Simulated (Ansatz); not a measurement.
ZnSe under pressure: fit and missing row

ZnSe, F-43m, a = 5.633 Å. Ansatz: PBEsol, PAW, 420 eV, Γ-centred 8×8×8 mesh on 2 atoms, Gaussian smearing 0.02 eV; no spin polarisation. Cell and atoms are relaxed at each pressure, and no other structure is tried; the real crystal is known to change phase within this range, so the rows at high pressure are metastable.

```tsv
V (Å³/atom)	P (GPa)
13.924	89.97
15.774	49.98
17.786	24.97
19.520	11.99
21.161	4.03
22.019	1.00
22.345	0.01
?	-1.00
```

**Question.** Take V0 = 22.345 Å³/atom, count pressures from its P0 = 0.01 GPa, fit the third-order Birch–Murnaghan form to the other rows, and predict the missing volume.

**Answer.** With the Eulerian strain f = ½[(V0/V)^(2/3) − 1] and y = (P − P0)/[3f(1 + 2f)^(5/2)], the form is the line y = B0 + 1.5 B0 (B0′ − 4) f. Rows (f, y): 0.18535, 73.5; 0.13066, 71.3; 0.08215, 69.2; 0.04715, 67.6; 0.01848, 66.2; 0.00492, 65.5. Means f = 0.07812, y = 68.883; Σ(Δf)² = 0.02415, ΣΔfΔy = 1.071; the slope is their ratio. y = 65.42 + 44.34 f GPa, so B0 = 65.4 GPa and B0′ = 4 + 2 × (44.34)/(3 × 65.42) = 4.45. P = -1.00 GPa is met at f = -0.00530 (y = 65.18), so V = V0 (1 + 2f)^(−3/2) = 22.705 Å³/atom. The run gave 22.706 Å³/atom, so the fit is 0.001 Å³/atom too low, within the rms miss on the fitted rows (0.004 Å³/atom).

The mesh isn't the same in all rows (8×8×8, 10×10×10).